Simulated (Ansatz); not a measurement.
The reference is RuO2 in the rutile structure (space group P4_2/mnm, No. 136; a = 4.466 Å, c = 3.092 Å).

Method: Ansatz (an electronic-structure program), PBEsol, PAW, cutoff 420 eV, no spin-orbit coupling.

For the base:

| Item | Result |
|---|---|
| c/a ratio | 0.692 |
| Volume per atom | 10.28 Å³ |

Modification: cell and atoms relaxed at a pressure of 50 GPa.

### Question
What happens to the c/a ratio and volume per atom?

### Answer
The c/a ratio rises by 0.025 (0.692 → 0.717); the volume per atom decreases by 1.28 Å³ (10.28 Å³ → 9.00 Å³).

Load acts through the strain it causes; cell and atoms are relaxed under it. No phonon test of stability was made. Competing high-pressure phases were not computed. No Hubbard U is applied, and correlation can decide whether such a compound is a metal. The final runs are not spin-polarised.
